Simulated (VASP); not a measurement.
# VASP 6.6.1 run: LiH

INCAR

```
EDIFF = 1E-7
ENCUT = 520
PREC = Low
LWAVE = .FALSE.
ISIF = 2
SIGMA = 0.01
NELM = 120
LASPH = .TRUE.
NBANDS = 9
ISMEAR = -5
LCHARG = .FALSE.
GGA = PE
LREAL = .FALSE.
NSW = 0
IBRION = -1
```

KPOINTS

```
KPOINTS created by Atomic Simulation Environment
0
Gamma
10 10 10
0 0 0
```

POSCAR

```
Li H
 1.0000000000000000
     0.0000000000000000    2.0029948411000000    2.0029948411000000
     2.0029948411000000    0.0000000000000000    2.0029948411000000
     2.0029948411000000    2.0029948411000000    0.0000000000000000
 Li  H
   1   1
Cartesian
  0.0000000000000000  0.0000000000000000  0.0000000000000000
  2.0029948411000000  2.0029948411000000  2.0029948411000000
```

The recommended PBE PAW datasets give the neutral cell 4 valence electrons.

Command

```
mpirun -np 1 vasp_std
```

OSZICAR

```
N       E                     dE             d eps       ncg     rms          rms(c)
DAV:   1    -0.142566951320E+01   -0.14257E+01   -0.13014E+03   854   0.381E+02
DAV:   2    -0.631352671553E+01   -0.48879E+01   -0.48589E+01  1211   0.567E+01
DAV:   3    -0.636839419638E+01   -0.54867E-01   -0.54850E-01  1024   0.513E+00
DAV:   4    -0.636870070624E+01   -0.30651E-03   -0.30648E-03  1149   0.313E-01
DAV:   5    -0.636870371234E+01   -0.30061E-05   -0.30061E-05  1022   0.220E-02    0.287E+00
DAV:   6    -0.618579870294E+01    0.18291E+00   -0.14809E-01   931   0.119E+00    0.144E+00
DAV:   7    -0.612449090442E+01    0.61308E-01   -0.19349E-01   981   0.155E+00    0.221E-01
DAV:   8    -0.612631674363E+01   -0.18258E-02   -0.43499E-03  1029   0.432E-01    0.462E-02
DAV:   9    -0.612624228325E+01    0.74460E-04   -0.17849E-04  1091   0.506E-02    0.703E-03
DAV:  10    -0.612623653295E+01    0.57503E-05   -0.71303E-06   983   0.193E-02    0.248E-03
DAV:  11    -0.612623575681E+01    0.77614E-06   -0.20180E-07  1216   0.221E-03    0.516E-04
DAV:  12    -0.612623493686E+01    0.81995E-06   -0.67602E-09   600   0.649E-04    0.433E-04
DAV:  13    -0.612623507789E+01   -0.14103E-06   -0.94283E-09   531   0.430E-04    0.323E-05
DAV:  14    -0.612623511161E+01   -0.33724E-07   -0.39861E-10   526   0.167E-04
   1 F= -.61262351E+01 E0= -.61262351E+01  d E =0.000000E+00
```

Standard output (part)

```
POSCAR found type information on POSCAR LiH
 POSCAR found :  2 types and       2 ions
 LDA part: xc-table for (Slater+PW92), standard interpolation
 POSCAR, INCAR and KPOINTS ok, starting setup
 WAVECAR not read
 entering main loop
```

From OUTCAR

```
k-points           NKPTS =     47   k-points in BZ     NKDIM =     47   number of bands    NBANDS=      9

   NELECT =       4.0000    total number of electrons

   dimension x,y,z NGX =    16 NGY =   16 NGZ =   16
   dimension x,y,z NGXF=    18 NGYF=   18 NGZF=   18

  energy-cutoff  :      520.00
  volume of cell :       16.07
      direct lattice vectors                 reciprocal lattice vectors
     0.000000000  2.002994841  2.002994841    -0.249626205  0.249626205  0.249626205
     2.002994841  0.000000000  2.002994841     0.249626205 -0.249626205  0.249626205
     2.002994841  2.002994841  0.000000000     0.249626205  0.249626205 -0.249626205

 k-points in reciprocal lattice and weights: KPOINTS created by Atomic Simulation Env
   0.00000000  0.00000000  0.00000000       0.001
   0.10000000  0.00000000  0.00000000       0.008
   0.20000000  0.00000000  0.00000000       0.008
   0.30000000  0.00000000  0.00000000       0.008
   0.40000000  0.00000000  0.00000000       0.008
   0.50000000  0.00000000  0.00000000       0.004
   0.10000000  0.10000000  0.00000000       0.006
   0.20000000  0.10000000  0.00000000       0.024
   ...

 E-fermi :   0.3311

 k-point     1 :       0.0000    0.0000    0.0000
  band No.  band energies     occupation
      1     -44.1882      2.00000
      2      -5.3418      2.00000
      3      16.2183      0.00000
      4      17.9988      0.00000
      5      18.0031      0.00000
      6      18.0031      0.00000
      7      22.7304      0.00000
      8      22.7311      0.00000
      9      22.7311      0.00000

 k-point     2 :       0.1000    0.0000    0.0000
  band No.  band energies     occupation
      1     -44.1839      2.00000
      2      -5.1649      2.00000
      3      14.7356      0.00000
      4      17.0114      0.00000
      5      17.6111      0.00000
      6      17.6146      0.00000
      7      22.1595      0.00000
      8      23.5702      0.00000
      9      23.5718      0.00000

 k-point     3 :       0.2000    0.0000    0.0000
  band No.  band energies     occupation
      1     -44.1722      2.00000
      2      -4.6476      2.00000
      3      11.4763      0.00000
      4      15.7425      0.00000
      5      16.9843      0.00000
      6      16.9875      0.00000
      7      23.0032      0.00000
      8      23.3585      0.00000
      9      23.3610      0.00000

 k-point     4 :       0.3000    0.0000    0.0000
  band No.  band energies     occupation
      1     -44.1577      2.00000
      2      -3.8510      2.00000
      3       8.3262      0.00000
      4      14.6968      0.00000
      5      16.6044      0.00000
      6      16.6075      0.00000
      7      21.2874      0.00000
      8      21.2890      0.00000
      9      24.5577      0.00000

 k-point     5 :       0.4000    0.0000    0.0000
  band No.  band energies     occupation
      1     -44.1460      2.00000
      2      -2.9746      2.00000
      3       5.9672      0.00000
      4      14.0135      0.00000
      5      16.5474      0.00000
      6      16.5507      0.00000
      7      19.7838      0.00000
      8      19.7849      0.00000
      9      26.3868      0.00000

 ...

  Total       -0.0267991     -0.0267991     -0.0267991      0.0000000      0.0000000      0.0000000
  in kB       -2.6715355     -2.6715355     -2.6715355      0.0000000      0.0000000      0.0000000
  external PRESSURE =      -2.6715355 kB  Pullay stress =       0.0000000 kB

 POSITION                                       TOTAL-FORCE (eV/Angst)
 -----------------------------------------------------------------------------------
      0.00000      0.00000      0.00000        -0.000000     -0.000000     -0.000000
      2.00299      2.00299      2.00299         0.000000      0.000000      0.000000
 -----------------------------------------------------------------------------------
    total drift:                               -0.000000      0.000000      0.000000

  FREE ENERGIE OF THE ION-ELECTRON SYSTEM (eV)
  ---------------------------------------------------
  free  energy   TOTEN  =        -6.1262351116 eV

  energy  without entropy=       -6.1262351116  energy(sigma->0) =       -6.12623511
```

It converged. Results: gap between bands v and c on the k mesh 2.98 eV; least direct gap on the k mesh 2.98 eV; pressure -0.3 GPa. Band v is the last that the valence electrons fill when counted band by band, and c is the next.

For comparison, a separate PBE run of the intended cell, on usual settings and not on those above, gives a gap of 2.98 eV on its mesh and a pressure of -0.2 GPa.

The run above took about 2.6 s on one core of a shared host (Intel Xeon Platinum 8488C) and held 0.1 GiB at most.
